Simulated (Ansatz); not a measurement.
Consider ZnTe in the zinc blende structure (space group F-43m, No. 216).

```
ZnTe
1.0
    0.00000     3.08955     3.08955
    3.08955     0.00000     3.08955
    3.08955     3.08955     0.00000
Te Zn
1 1
Cartesian
  4.63432   4.63432   4.63432
  0.00000   0.00000   0.00000
```

Cartesian axes are those of the cell as printed.

Computed with PBE in Ansatz (plane waves to 420 eV, PAW, spin-orbit coupling left out).

Strains are applied to the cell and any free atomic positions relax; under biaxial strain the out-of-plane vector relaxes too.

One change was made to it. Results:

The pressure goes from zero to 4.15 GPa; the energy goes up by 27 meV/atom.

Name the change that was made.
(A) biaxial strain +1.93 %, plane normal [110], relaxed out of plane
(B) biaxial strain +2.56 %, plane normal [001], relaxed out of plane
(C) biaxial strain +1.06 %, plane normal [001], relaxed out of plane
(D) isotropic strain −2.62 %
(E) uniaxial strain ε_zz = −2.75 %

D, isotropic strain −2.62 %. For comparison, the energy relative to the base in the other runs: biaxial strain +1.93 %, plane normal [110], relaxed out of plane gives +5.8 meV/atom; uniaxial strain ε_zz = −2.75 % gives +4.5 meV/atom; biaxial strain +1.06 %, plane normal [001], relaxed out of plane gives +1.2 meV/atom; biaxial strain +2.56 %, plane normal [001], relaxed out of plane gives +6.9 meV/atom.

A biaxial case was relaxed in a doubled cell and then solved in the primitive one. No phonon test of stability was made.

Ansatz is a first-principles code.
